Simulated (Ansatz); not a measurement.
# TiSi₂: pressure and energy less free atoms against volume per atom

Periodic Kohn-Sham DFT of a crystal at fixed atoms; pressure and stress are positive in compression; the energy is the free energy less that of spherical unpolarised free atoms; site moments are those in the method's own spheres, positive along +z. The results are calculated, by Ansatz 0.2.0.

Cell of the first row (space group Fddd, No. 70):
```
CELL_PARAMETERS angstrom
0.00000 4.03390 4.17450
2.33780 0.00000 4.17450
2.33780 4.03390 0.00000
ATOMIC_POSITIONS crystal
Ti 0.75000 0.75000 0.75000
Ti 0.50000 0.50000 0.50000
Si 0.08300 0.41700 0.08300
Si 0.41700 0.08300 0.41700
Si 0.16700 0.83300 0.16700
Si 0.83300 0.16700 0.83300
```

Settings of every row: method all-electron LAPW; functional PBE; relativity scalar; k mesh 8x8x8; filling fermi-dirac; smearing width 0.08 eV; basis error target 0.5 meV/atom; nucleus gaussian.

Atom start moment: 0 on all atoms.

| row | volume per atom (Å³) | pressure (GPa) | energy less free atoms (eV/atom) |
| --- | --- | --- | --- |
| 1 | 13.123 | 13.097 | -6.365 |
| 2 | 13.402 | 9.122 | -6.3843 |
| 3 | 13.681 | 5.541 | -6.397 |
| 4 | 13.821 | 3.886 | -6.4011 |
| 5 | 13.96 | ? | ? |
| 6 | 14.1 | 0.825 | -6.4052 |
| 7 | 14.239 | -0.589 | -6.4052 |
| 8 | 14.519 | -3.205 | -6.4019 |
| 9 | 14.798 | -5.56 | -6.3942 |

Question: what pressure and energy less free atoms should row 5 give?

Worked fit of pressure. Take u = (V_r/V)^(2/3) − 1 with V_r = 13.96 Å³ an atom, which is twice the finite (Eulerian) strain; such expansions in the strain, on which the Birch-Murnaghan equation of state is built, carry the rest volume and the bulk modulus. The shown rows have u = 0.04208, 0.02757, 0.01355, 0.00669, -0.00663, -0.01311, -0.02584, -0.03812. Least squares give pressure = 2.3192 + 229.495 × u + 614.81 × u² + 426 × u³ GPa; a parabola predicts inner rows, each left out in turn, worse (root mean square 0.0077 against 0.0042 GPa). The rows lie off it by 0.000, -0.001, -0.002, 0.004, 0.000, -0.004, 0.003, -0.001. The pressure vanishes at u = -0.0104, or V = 14.18 Å³ an atom, and there the bulk modulus at fixed shape and fractions is B = −V dP/dV = (2/3)(1 + u) dP/du = 143 GPa. Letting shape and atoms relax would as a rule lower it, by much in layered, chain or molecular crystals. The withheld row has u = 0, so the fit gives 2.3192 + 229.495 × (0) + 614.81 × (0)² + 426 × (0)³ = 2.319 GPa.

The calculation gave 2.316 GPa. The fit lies 0.003 GPa (0.016 % of the column's range) above it; its largest miss of a shown row is 0.004 GPa.

Worked fit of energy less free atoms. Take u = (V_r/V)^(2/3) − 1 with V_r = 13.96 Å³ an atom, which is twice the finite (Eulerian) strain; such expansions in the strain, on which the Birch-Murnaghan equation of state is built, carry the rest volume and the bulk modulus. The shown rows have u = 0.04208, 0.02757, 0.01355, 0.00669, -0.00663, -0.01311, -0.02584, -0.03812. Least squares give energy less free atoms = −6.4038 + 0.3053 × u + 14.634 × u² eV/atom; a straight line predicts inner rows, each left out in turn, worse (root mean square 0.0075 against 5.4e-05 eV/atom). The rows lie off it by 0.0000, 0.0000, 0.0000, 0.0000, 0.0000, 0.0001, 0.0000, 0.0000. Its lowest point lies at u = -0.0104, or V = 14.18 Å³ an atom, and the curvature there gives the bulk modulus at fixed shape and fractions, B = (4/9)(1 + u)² E″(u)/V = 144 GPa. Letting shape and atoms relax would as a rule lower it, by much in layered, chain or molecular crystals. The withheld row has u = 0, so the fit gives −6.4038 + 0.3053 × (0) + 14.634 × (0)² = -6.4038 eV/atom.

The calculation gave -6.4038 eV/atom. The fit meets it to the printed digit.
